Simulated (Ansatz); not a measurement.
# GaP: Wannier functions and tight-binding models

Where do the localised orbitals of GaP sit, how far are they spread, and how do the settings change that? Plan: PBE, anion s p, 6×6×6; PBE, anion s p, 4×4×4; PBE, anion s p, 8×8×8; PBE, anion p, 6×6×6; PBE, all s p, disentangled, 6×6×6; r2SCAN, anion s p, 6×6×6; r2SCAN, all s p, disentangled, 6×6×6; HSE06, anion s p, 6×6×6; HSE06, all s p, disentangled, 6×6×6 (level, trial orbitals, Wannier mesh).

Computed with Ansatz 0.2.0 (plane waves, PAW, unless a step's input says otherwise).

1 further run of the same task is left out (it didn't finish). Runs told in other sessions of the task aren't counted.

## (1) The structure to begin with

It takes space group F-43m (No. 216, cubic). Conventional cell: a = 5.451 Å, b = 5.451 Å, c = 5.451 Å, α = 90.00°, β = 90.00°, γ = 90.00°. Around Ga (site symmetry -43m) lie 4 P at 2.36 Å. P (site symmetry -43m) has 4 Ga at 2.36 Å in its first shell of neighbours.

As a file:

```
CELL_PARAMETERS angstrom
0.00000 2.72541 2.72541
2.72541 0.00000 2.72541
2.72541 2.72541 0.00000
ATOMIC_POSITIONS crystal
Ga 0.00000 0.00000 0.00000
P 0.25000 0.25000 0.25000
```

The cell was relaxed beforehand with r2SCAN; those runs aren't shown.

## (2) PBE, anion s p, 6×6×6

Input file input.yaml:

```yaml
crystal:
  lattice:
    - [0.0, 2.7254102088, 2.7254102088]
    - [2.7254102088, 0.0, 2.7254102088]
    - [2.7254102088, 2.7254102088, 0.0]
  atoms:
    - { symbol: Ga, position: [0.0, 0.0, 0.0] }
    - { symbol: P, position: [0.25, 0.25, 0.25] }
kpoints:
  mp_grid: { grid: [6, 6, 6] }
  band_path:
    path:
      - [[0.0, 0.0, 0.0], [-0.5, -0.5, -7.875605154498e-34], [-0.375, -0.375, 0.25]]
      - [[-0.375, -2.909688632473e-17, 0.375], [0.0, 0.0, 0.0], [1.594157224422e-17, 1.594157224422e-17, 0.5], [-0.5, -0.25, 0.25], [-0.5, -0.5, -7.875605154498e-34]]
    npoints: 10
hamiltonian:
  xc: pbe
scf:
  occupations: { method: fixed }
  n_extra_bands: 6
output:
  forces: false
  stress: false
  eigenvalues: true
  wannier:
    kmesh: [6, 6, 6]
    projections: [{ species: P, l: s, shell: 3 }, { species: P, l: p, shell: 3 }]
    minimise: true
    write_hr: true
    conv_tol: 1.0e-08
    max_iter: 3000
```

The run is started by

```console
> ansatz run input.yaml --threads 4 --pin off --max-ram 3686MiB --backend cpu --events-out ev --progress --plain --runs-dir out
```

Standard output, cut to the lines that bear on the results:

```text
Warning: RAYON_NUM_THREADS=4 ignored (pool sized by the plan → 4); use --threads N
scf.n_extra_bands = 6 over 9 filled bands (N_el = 18.0): the run solves 15 bands
[...]
Pseudopotentials: kind: paw
Pseudopotential: Ga, paw, valence charge 13, recommended cutoff 420 eV (normal), Ga.paw.azcp
Pseudopotential: P, paw, valence charge 5, recommended cutoff 420 eV (normal), P.paw.azcp
Functional definition: PBE
[...]
Crystal: 2 atoms, lattice volume = 40.488 Å³
Basis set: ecut = 420 eV, 749 PW (Γ)
Bands: 15, of which v1, the nominal top of the filled ones, is band 9 counted from 1 (8 counted from 0)
Symmetry: 24 space group operations
Space group: F-43m (ITA 216), of the structure as read, at distance tolerance 3.4e-5 Å
[...]
NSCF: frozen V_eff on 19 k-points
the Wannier pass solved 19 of the 216 points of its mesh, and has the states at the others by symmetry: states obtained by the crystal's operations at points that were solved too leave a residual of 2.48e-13 eV (read by the count's bands and the next), within 6.67e-6 eV
SCF converged after 7 iterations
Free energy (F): -4539.534290 eV
[...]
E sigma→0 (E₀):  -4539.534290 eV
Fermi energy:    7.090038 eV
[...]
--- Band table (eV; the first three rows and the last of 16) ---
  k-point 0: bands = ["-7.4483", "-7.4483", "-7.4483", "-7.3489", "-7.3489", "-5.4022", "7.0900", "7.0900", "7.0900", "8.9155", "10.9709", "10.9709", "10.9709", "15.8942", "16.8081"]
[...]
Wannier search: line search 1 of at most 3000: gauge-dependent spread (as the search counts it) 3.5970807 Å², largest recent change 4.1e-1 Å² and fall left 1.8e-3 Å² against conv_tol 1.0e-8 Å², 0 stops escaped
```

Run time: 0.72 s. Hardware: 4 threads of Intel Xeon 6975P-C (Granite Rapids), shared host; peak memory 0.36 GiB.

wannier.win names the bands that the functions span: 6-9 (counted from 1; 9 are filled).

The head of wannier.spreads.toml:

```toml
omega_i_ang2 = 6.856143782009241
omega_d_ang2 = 0.008281263181181555
omega_od_ang2 = 0.558282454053528
omega_total_ang2 = 7.42270749924395
least_projectability = 0.7268655860672678
b_vectors_match_mmn = true
n_iter = 23
converged = true
rejected_fitted_steps = 2
```

The functions (centres in Å, on-site energies from the top of the filled bands):

```csv
n,x,y,z,spread (Å²),on-site (eV),nearest atoms,distance (Å)
1,0.836,1.889,1.889,1.856,-5.103,P2,0.91
2,1.889,0.836,1.889,1.856,-5.103,P2,0.91
3,0.836,0.836,0.836,1.856,-5.103,P2,0.91
4,1.889,1.889,0.836,1.856,-5.103,P2,0.91
```

The largest hoppings ⟨m, 0|H|n, R⟩, one of each Hermitian pair (signs follow the phases of the functions):

| m | n | R | distance (Å) | t (eV) |
| --- | --- | --- | --- | --- |
| 3 | 4 | 0 0 0 | 1.49 | -1.701 |
| 2 | 3 | 0 0 0 | 1.49 | -1.701 |
| 2 | 4 | 0 0 0 | 1.49 | -1.701 |
| 1 | 4 | 0 0 0 | 1.49 | -1.701 |
| 1 | 2 | 0 0 0 | 1.49 | -1.701 |
| 1 | 3 | 0 0 0 | 1.49 | -1.701 |
| 4 | 3 | 0 0 1 | 2.36 | -0.993 |
| 1 | 3 | 1 0 0 | 2.36 | -0.993 |
| 2 | 4 | 0 1 -1 | 2.36 | -0.993 |
| 1 | 4 | 1 0 -1 | 2.36 | -0.993 |
| 2 | 3 | 0 1 0 | 2.36 | -0.993 |
| 1 | 2 | 1 -1 0 | 2.36 | -0.993 |
| 2 | 2 | 0 1 -1 | 3.85 | 0.329 |
| 1 | 1 | 1 0 0 | 3.85 | 0.329 |

Interpolated bands at the corners of the path, eV from the top of the filled bands:

```csv
point,e1,e2,e3,e4
Γ,-12.49,0.00,0.00,0.00
X,-9.53,-6.76,-2.68,-2.68
U,-9.57,-6.54,-3.93,-2.26
K,-9.57,-6.54,-3.93,-2.26
Γ,-12.49,0.00,0.00,0.00
L,-10.43,-6.63,-1.12,-1.12
W,-9.43,-6.53,-3.62,-3.44
X,-9.53,-6.76,-2.68,-2.68
```

Along the path each interpolated band stays within 0.02, 0.16, 0.08, 0.03 eV of the nearest computed level, from the lowest band up.

## (3) PBE, anion s p, 4×4×4

input.yaml: that of step 2 with these lines changed.

```diff
@@ -25,3 +25,3 @@
   wannier:
-    kmesh: [6, 6, 6]
+    kmesh: [4, 4, 4]
     projections: [{ species: P, l: s, shell: 3 }, { species: P, l: p, shell: 3 }]
```

The run is started by

```console
> ansatz run input.yaml --threads 4 --pin off --max-ram 3686MiB --backend cpu --events-out ev --progress --plain --runs-dir out
```

Standard output, cut to the lines that bear on the results:

```text
Warning: RAYON_NUM_THREADS=4 ignored (pool sized by the plan → 4); use --threads N
scf.n_extra_bands = 6 over 9 filled bands (N_el = 18.0): the run solves 15 bands
[...]
Pseudopotentials: kind: paw
Pseudopotential: Ga, paw, valence charge 13, recommended cutoff 420 eV (normal), Ga.paw.azcp
Pseudopotential: P, paw, valence charge 5, recommended cutoff 420 eV (normal), P.paw.azcp
Functional definition: PBE
[...]
Crystal: 2 atoms, lattice volume = 40.488 Å³
[...]
Free energy (F): -4539.534290 eV
[...]
E sigma→0 (E₀):  -4539.534290 eV
Fermi energy:    7.090038 eV
[...]
--- Band table (eV; the first three rows and the last of 16) ---
  k-point 0: bands = ["-7.4483", "-7.4483", "-7.4483", "-7.3489", "-7.3489", "-5.4022", "7.0900", "7.0900", "7.0900", "8.9155", "10.9709", "10.9709", "10.9709", "15.8942", "16.8081"]
[...]
Wannier search: line search 1 of at most 3000: gauge-dependent spread (as the search counts it) 3.3361567 Å², largest recent change 2.3e-1 Å² and fall left 1.6e-3 Å² against conv_tol 1.0e-8 Å², 0 stops escaped
```

Run time: 0.57 s. Hardware: 4 threads of Intel Xeon 6975P-C (Granite Rapids), shared host; peak memory 0.32 GiB.

wannier.win names the bands that the functions span: 6-9 (counted from 1; 9 are filled).

The head of wannier.spreads.toml:

```toml
omega_i_ang2 = 5.842414479337862
omega_d_ang2 = 0.007745834167715788
omega_od_ang2 = 0.5766381135895001
omega_total_ang2 = 6.426798427095077
least_projectability = 0.752753308441467
b_vectors_match_mmn = true
n_iter = 21
converged = true
rejected_fitted_steps = 1
```

The functions (centres in Å, on-site energies from the top of the filled bands):

| n | x | y | z | spread (Å²) | on-site (eV) | nearest atoms | distance (Å) |
| --- | --- | --- | --- | --- | --- | --- | --- |
| 1 | 0.835 | 1.890 | 1.890 | 1.607 | -5.087 | P2 | 0.91 |
| 2 | 1.890 | 1.890 | 0.835 | 1.607 | -5.087 | P2 | 0.91 |
| 3 | 0.835 | 0.835 | 0.835 | 1.607 | -5.087 | P2 | 0.91 |
| 4 | 1.890 | 0.835 | 1.890 | 1.607 | -5.087 | P2 | 0.91 |

Along the path each interpolated band stays within 0.07, 0.36, 0.25, 0.11 eV of the nearest computed level, from the lowest band up.

## (4) PBE, anion s p, 8×8×8

input.yaml: that of step 3 with these lines changed.

```diff
@@ -25,3 +25,3 @@
   wannier:
-    kmesh: [4, 4, 4]
+    kmesh: [8, 8, 8]
     projections: [{ species: P, l: s, shell: 3 }, { species: P, l: p, shell: 3 }]
```

The run is started by

```console
> ansatz run input.yaml --threads 4 --pin off --max-ram 3686MiB --backend cpu --events-out ev --progress --plain --runs-dir out
```

Standard output, cut to the lines that bear on the results:

```text
Warning: RAYON_NUM_THREADS=4 ignored (pool sized by the plan → 4); use --threads N
scf.n_extra_bands = 6 over 9 filled bands (N_el = 18.0): the run solves 15 bands
[...]
Pseudopotentials: kind: paw
Pseudopotential: Ga, paw, valence charge 13, recommended cutoff 420 eV (normal), Ga.paw.azcp
Pseudopotential: P, paw, valence charge 5, recommended cutoff 420 eV (normal), P.paw.azcp
Functional definition: PBE
[...]
Crystal: 2 atoms, lattice volume = 40.488 Å³
[...]
Free energy (F): -4539.534290 eV
[...]
E sigma→0 (E₀):  -4539.534290 eV
Fermi energy:    7.090038 eV
[...]
--- Band table (eV; the first three rows and the last of 16) ---
  k-point 0: bands = ["-7.4483", "-7.4483", "-7.4483", "-7.3489", "-7.3489", "-5.4022", "7.0900", "7.0900", "7.0900", "8.9155", "10.9709", "10.9709", "10.9709", "15.8942", "16.8081"]
[...]
Wannier search: line search 1 of at most 3000: gauge-dependent spread (as the search counts it) 3.6799956 Å², largest recent change 5.2e-1 Å² and fall left 1.2e-3 Å² against conv_tol 1.0e-8 Å², 0 stops escaped
```

Run time: 0.98 s. Hardware: 4 threads of Intel Xeon 6975P-C (Granite Rapids), shared host; peak memory 0.4 GiB.

wannier.win names the bands that the functions span: 6-9 (counted from 1; 9 are filled).

The head of wannier.spreads.toml:

```toml
omega_i_ang2 = 7.358792795351121
omega_d_ang2 = 0.008642978448243811
omega_od_ang2 = 0.5238013502392211
omega_total_ang2 = 7.891237124038586
least_projectability = 0.7259894334356106
b_vectors_match_mmn = true
n_iter = 22
converged = true
rejected_fitted_steps = 1
```

The functions (centres in Å, on-site energies from the top of the filled bands):

| n | x | y | z | spread (Å²) | on-site (eV) | nearest atoms | distance (Å) |
| --- | --- | --- | --- | --- | --- | --- | --- |
| 1 | 1.889 | 0.837 | 1.889 | 1.973 | -5.105 | P2 | 0.91 |
| 2 | 1.889 | 1.889 | 0.837 | 1.973 | -5.105 | P2 | 0.91 |
| 3 | 0.837 | 0.837 | 0.837 | 1.973 | -5.105 | P2 | 0.91 |
| 4 | 0.837 | 1.889 | 1.889 | 1.973 | -5.105 | P2 | 0.91 |

Along the path each interpolated band stays within 0.00, 0.07, 0.03, 0.02 eV of the nearest computed level, from the lowest band up.

## (5) PBE, anion p, 6×6×6

input.yaml: that of step 4 with these lines changed.

```diff
@@ -25,4 +25,4 @@
   wannier:
-    kmesh: [8, 8, 8]
-    projections: [{ species: P, l: s, shell: 3 }, { species: P, l: p, shell: 3 }]
+    kmesh: [6, 6, 6]
+    projections: [{ species: P, l: p, shell: 3 }]
     minimise: true
```

The run is started by

```console
> ansatz run input.yaml --threads 4 --pin off --max-ram 3686MiB --backend cpu --events-out ev --progress --plain --runs-dir out
```

Standard output:

```text
Warning: RAYON_NUM_THREADS=4 ignored (pool sized by the plan → 4); use --threads N
scf.n_extra_bands = 6 over 9 filled bands (N_el = 18.0): the run solves 15 bands
Engine: ansatz 0.2.0, x86_64-unknown-linux-gnu
Pseudopotentials: kind: paw
Pseudopotential: Ga, paw, valence charge 13, recommended cutoff 420 eV (normal), Ga.paw.azcp
Pseudopotential: P, paw, valence charge 5, recommended cutoff 420 eV (normal), P.paw.azcp
Functional definition: PBE
  parameter kappa = 0.804
  parameter beta = 0.06672455060314922
  exchange = pbe_x(kappa = kappa, mu = beta*pi^2/3)
  correlation = pbe_c(beta = beta)
Crystal: 2 atoms, lattice volume = 40.488 Å³
Basis set: ecut = 420 eV, 749 PW (Γ)
Bands: 15, of which v1, the nominal top of the filled ones, is band 9 counted from 1 (8 counted from 0)
Symmetry: 24 space group operations
Space group: F-43m (ITA 216), of the structure as read, at distance tolerance 3.4e-5 Å
k-points: 16 of 216 (time reversal used)
Non-local potential: Ga, projectors of the file, l = 0: 2, l = 1: 2, l = 2: 3, l = 3: 1
Non-local potential: P, projectors of the file, l = 0: 2, l = 1: 2, l = 2: 2
PAW form: soft (Blöchl's): semilocal exchange-correlation on the pseudo side does not see the compensation charge
PAW one-centre angular grid: Ga, 590 points (default); XC on 64 Gauss nodes
PAW one-centre angular grid: P, 110 points (default); XC on 64 Gauss nodes
Initial density: superposition of atomic densities (neutral atoms: chi_scale 0, normalization atom), corrected by the library's trained network
Initial wavefunctions: pseudopotential atomic-orbital guess
Functional: x = pbe(κ = 0.804, μ = 0.2195149727645171), c = pbe(β = 0.06672455060314922)
SCF iter   1: F=—  HF=-4539.535111 eV  |F-HF|=—  |Δ(HF+E_count)|=         —  Δρ=1.52e-3  dr2=9.37e-4  ethr=1.77e-3  ⟨swp⟩=5.0  Hψ=1200  notcnv=0  defer=59
preconditioner: auto → none  [insulator: Δε(μ)=1.644 eV  Ē_g=17.225 eV  n_scr=14 (ndim 8)  ℏωp=24.8 eV  f_vac=0.011  ε∞_Penn≈3.1]
SCF iter   2: F=—  HF=-4539.534507 eV  |F-HF|=—  |Δ(HF+E_count)|=   6.04e-4  Δρ=1.38e-3  dr2=5.00e-4  ethr=5.20e-6  ⟨swp⟩=2.9  Hψ=583  notcnv=0  defer=63
SCF iter   3: F=—  HF=-4539.534253 eV  |F-HF|=—  |Δ(HF+E_count)|=   2.54e-4  Δρ=5.53e-4  dr2=8.31e-5  ethr=2.78e-6  ⟨swp⟩=2.0  Hψ=396  notcnv=0  defer=59
SCF iter   4: F=—  HF=-4539.534296 eV  |F-HF|=—  |Δ(HF+E_count)|=   4.24e-5  Δρ=2.44e-4  dr2=1.22e-5  ethr=4.62e-7  ⟨swp⟩=2.0  Hψ=391  notcnv=0  defer=58
SCF iter   5: F=—  HF=-4539.534290 eV  |F-HF|=—  |Δ(HF+E_count)|=   5.64e-6  Δρ=7.19e-5  dr2=1.67e-6  ethr=6.78e-8  ⟨swp⟩=2.1  Hψ=330  notcnv=0  defer=57
SCF iter   6: F=—  HF=-4539.534290 eV  |F-HF|=—  |Δ(HF+E_count)|=   2.19e-8  Δρ=4.58e-5  dr2=4.14e-7  ethr=9.27e-9  ⟨swp⟩=2.9  Hψ=355  notcnv=0  defer=57
SCF iter   7: F=-4539.534290 eV  HF=-4539.534290 eV  |F-HF|=2.27e-8  |Δ(HF+E_count)|=   1.34e-7  Δρ=1.02e-5  dr2=1.94e-8  ethr=5.56e-10  ⟨swp⟩=7.6  Hψ=1420  notcnv=0
SCF 1 converged in 7 iterations: F = -4539.534290 eV  dr2 = 1.94e-8
NSCF: frozen V_eff on 62 k-points
NSCF: frozen V_eff on 19 k-points
the Wannier pass solved 19 of the 216 points of its mesh, and has the states at the others by symmetry: states obtained by the crystal's operations at points that were solved too leave a residual of 2.48e-13 eV (read by the count's bands and the next), within 6.67e-6 eV
SCF converged after 7 iterations
Free energy (F): -4539.534290 eV
Harris-Foulkes:  -4539.534290 eV  (|F-HF|=2.27e-8)
Internal energy: -4539.534290 eV  (E = F + TS)
E sigma→0 (E₀):  -4539.534290 eV
Fermi energy:    7.090038 eV
--- Per-component energies (eV) ---
  E_band       = -58.209454
  E_kinetic    = 186.367125
  E_local      = -2200.667136  (includes V_loc(G=0)·N_el)
  E_nonlocal   = 458.867618
  E_hartree    = 1017.667222
  E_xc         = -130.785945
  E_vxc        = -119.039831  (∫ρ·V_xc dr)
  E_paw        = -2558.415288  (= ΣΔE_a)
  E_vpaw       = -419.063489  (= ΣTr[D̂ρ^β])
  E_aug_tail   = -0.000104  (compensation charges beyond the density's cutoff)
  E_ewald      = -1312.567782
  E_smearing   = -0.000000  (= −TS)
  E_closure    = 0.000000  (closes the sum)
  Σ components = -4539.534290   (vs F -4539.534290, Δ=0.00e0)
--- Band table (eV; the first three rows and the last of 16) ---
  k-point 0: bands = ["-7.4483", "-7.4483", "-7.4483", "-7.3489", "-7.3489", "-5.4022", "7.0900", "7.0900", "7.0900", "8.9155", "10.9709", "10.9709", "10.9709", "15.8942", "16.8081"]
  k-point 1: bands = ["-7.4714", "-7.4404", "-7.4404", "-7.3488", "-7.3488", "-5.0460", "4.7026", "6.7188", "6.7188", "9.5017", "11.5190", "11.5190", "12.1141", "16.0092", "16.0092"]
  k-point 2: bands = ["-7.5121", "-7.4278", "-7.4278", "-7.3452", "-7.3452", "-4.0988", "1.8818", "6.1828", "6.1828", "8.9868", "11.8957", "11.8957", "14.6854", "16.6850", "16.6850"]
  k-point 15: bands = ["-7.5528", "-7.4022", "-7.3881", "-7.3693", "-7.3357", "-2.3670", "0.4821", "3.7143", "3.8266", "10.5655", "10.7344", "14.6345", "14.6582", "18.6319", "18.9010"]
Wannier search: line search 1 of at most 3000: gauge-dependent spread (as the search counts it) 1.0730927 Å², largest recent change 1.2e-1 Å² and fall left 2.6e-4 Å² against conv_tol 1.0e-8 Å², 0 stops escaped
```

It took 0.7 s on 4 threads of Intel Xeon 6975P-C (Granite Rapids), shared host; peak memory 0.36 GiB.

wannier.win names the bands that the functions span: 7-9 (counted from 1; 9 are filled).

The head of wannier.spreads.toml:

```toml
omega_i_ang2 = 8.578828790449737
omega_d_ang2 = 0.034832836544335444
omega_od_ang2 = 0.5213382159063528
omega_total_ang2 = 9.134999842900426
least_projectability = 0.5242759867418927
b_vectors_match_mmn = true
n_iter = 30
converged = true
rejected_fitted_steps = 2
```

The functions (centres in Å, on-site energies from the top of the filled bands):

| n | x | y | z | spread (Å²) | on-site (eV) | nearest atoms | distance (Å) |
| --- | --- | --- | --- | --- | --- | --- | --- |
| 1 | 1.037 | 1.194 | 1.194 | 3.045 | -3.306 | P2 | 0.40 |
| 2 | 1.532 | 1.689 | 1.194 | 3.045 | -3.306 | P2 | 0.40 |
| 3 | 1.532 | 1.194 | 1.689 | 3.045 | -3.306 | P2 | 0.40 |

The largest hoppings ⟨m, 0|H|n, R⟩, one of each Hermitian pair (signs follow the phases of the functions):

| m | n | R | distance (Å) | t (eV) |
| --- | --- | --- | --- | --- |
| 2 | 2 | 1 0 -1 | 3.85 | 0.759 |
| 1 | 1 | 1 0 0 | 3.85 | 0.759 |
| 3 | 3 | 1 -1 0 | 3.85 | 0.759 |
| 3 | 1 | 0 1 0 | 3.15 | -0.678 |
| 3 | 2 | 0 1 -1 | 3.15 | 0.678 |
| 2 | 1 | 0 0 1 | 3.15 | 0.678 |
| 3 | 3 | 0 1 0 | 3.85 | 0.403 |
| 3 | 3 | 0 1 -1 | 3.85 | 0.403 |

Interpolated bands at the corners of the path, eV from the top of the filled bands:

| point | e1 | e2 | e3 |
| --- | --- | --- | --- |
| Γ | 0.00 | 0.00 | 0.00 |
| X | -6.76 | -2.68 | -2.68 |
| U | -6.52 | -3.94 | -2.27 |
| K | -6.54 | -3.92 | -2.27 |
| Γ | 0.00 | 0.00 | 0.00 |
| L | -6.63 | -1.12 | -1.12 |
| W | -6.55 | -3.62 | -3.44 |
| X | -6.76 | -2.68 | -2.68 |

Along the path each interpolated band stays within 0.16, 0.08, 0.03 eV of the nearest computed level, from the lowest band up.

[end of part 1 of 2]
